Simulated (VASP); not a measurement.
CdGeAs2:

```
Cd Ge As
1.0
    -2.98887    2.98887    5.66430
     2.98887   -2.98887    5.66430
     2.98887    2.98887   -5.66430
Cd Ge As
2 2 4
Direct
  0.25000 0.75000 0.50000
  0.50000 0.50000 0.00000
  0.00000 0.00000 0.00000
  0.75000 0.25000 0.50000
  0.87500 0.34622 0.97122
  0.65378 0.62500 0.52878
  0.37500 0.90378 0.02878
  0.09622 0.12500 0.47122
```

The cell is a database's computed one.

```yaml
Program: VASP 6.6.1
Task: relaxation of cell and atoms
Functional: PBE
Potentials_or_basis: VASP PAW PBE potentials, release 64 (Cd, Ge_d, As)
Cutoff: 600 eV
k_mesh: 8 × 8 × 8
Occupations: gaussian, width 0.03 eV
Spin: no spin polarisation
```

At the start: pressure 2.4 GPa; volume 25.30 Å³/atom.

Q: Where does the relaxation end?

A: Over 5 steps the energy falls by 7.7 meV/atom and the volume is 26.34 Å³/atom (+4.1 %); space group I-42d (No. 122, to 0.05 Å).

The path:
| step | energy change (eV) | largest force (eV/Å) | pressure (GPa) | volume (Å³) |
| --- | --- | --- | --- | --- |
| 1 | 0.0000 | 0.1334 | 2.37 | 202.41 |
| 2 | -0.0555 | 0.0253 | -0.67 | 213.55 |
| 3 | -0.0612 | 0.0494 | -0.02 | 210.83 |
| 4 | -0.0616 | 0.0302 | -0.01 | 210.78 |
| 5 | -0.0618 | 0.0017 | 0.00 | 210.70 |

Final structure:
```cif
data_structure
_symmetry_space_group_name_H-M 'P 1'
_symmetry_Int_Tables_number 1
_cell_length_a 7.1642
_cell_length_b 7.1642
_cell_length_c 7.1642
_cell_angle_alpha 129.985
_cell_angle_beta 129.985
_cell_angle_gamma 73.430
_cell_volume 210.70
loop_
_atom_site_label
_atom_site_type_symbol
_atom_site_fract_x
_atom_site_fract_y
_atom_site_fract_z
_atom_site_occupancy
Cd1 Cd 0.25000 0.75000 0.50000 1
Cd2 Cd 0.50000 0.50000 0.00000 1
Ge1 Ge 0.00000 0.00000 0.00000 1
Ge2 Ge 0.75000 0.25000 0.50000 1
As1 As 0.87500 0.34806 0.97306 1
As2 As 0.65194 0.62500 0.52694 1
As3 As 0.37500 0.90194 0.02694 1
As4 As 0.09806 0.12500 0.47306 1
```
